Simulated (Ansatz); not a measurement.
Start from InN in the wurtzite structure (space group P6_3mc, No. 186; a = 3.537 Å, c = 5.713 Å). Axes: x lies along a and z along c of the hexagonal cell.

The values are results of Kohn–Sham DFT with the PBEsol functional, run in Ansatz (a first-principles code) with PAW and 420 eV plane waves, no spin-orbit coupling, not measurements.

Base values:

| Quantity | Result |
|---|---|
| Band gap | zero |

One thing is altered: a free-standing slab of 3 layers (12 atoms, 4 a layer) is cut normal to the y axis, with 15 Å of vacuum and the in-plane cell held at bulk.

Q: How does this affect the band gap, gap character, valence-band top at Γ and excess energy per area of both faces?

A: The band gap becomes 0.35 eV (base: zero); the gap character amounts to direct at Γ; the valence-band top at Γ (three highest levels, from the VBM) comes out as 0.00, -0.20, -0.28 eV; the excess energy per area of both faces (slab less bulk energy over the cell's area: twice a surface energy) amounts to 2.7 J/m² (uncertain by up to 0.10 J/m²).

The excess energy carries the mismatch between the slab's and the bulk's meshes. No phonon test of stability was made. The final runs are not spin-polarised. The zero or small gap of InN can change with the level of theory. k-point labels follow each cell's own Brillouin zone.
